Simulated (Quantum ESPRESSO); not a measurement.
Re:

```
Re
1.0
     2.76080    0.00000    0.00000
    -1.38040    2.39092    0.00000
     0.00000    0.00000    4.45820
Re
2
Direct
  0.66667 0.33333 0.75000
  0.33333 0.66667 0.25000
```

Base run:

| Item | Value |
| --- | --- |
| Program | Quantum ESPRESSO 7.5 |
| Functional | PBE |
| Potentials or basis | PseudoDojo 0.4.1 SR PBE standard |
| Cutoff | 980 eV |
| Density cutoff | 3918 eV |
| k mesh | 11 × 11 × 6 |
| Occupations | fermi-dirac, width 0.05 eV |
| Spin | no spin polarisation |

Its results: band gap on the k mesh none (metal or under the smearing width); pressure 5.8 GPa.

After a change of settings the same cell gave: band gap on the k mesh none (metal or under the smearing width); pressure -10.8 GPa. Which change was it?
A. functional from PBE to LDA; potentials or basis from PseudoDojo 0.4.1 SR PBE standard to PseudoDojo 0.4.1 SR LDA standard
B. potentials or basis from PseudoDojo 0.4.1 SR PBE standard to PseudoDojo 0.4 FR PBE standard; spin from no spin polarisation to spin-orbit coupling, no magnetisation
C. functional from PBE to PBEsol; potentials or basis from PseudoDojo 0.4.1 SR PBE standard to PseudoDojo 0.4.1 SR PBEsol standard

A.

Caveats: spin-orbit coupling is left out, which moves the levels of the heavy elements.
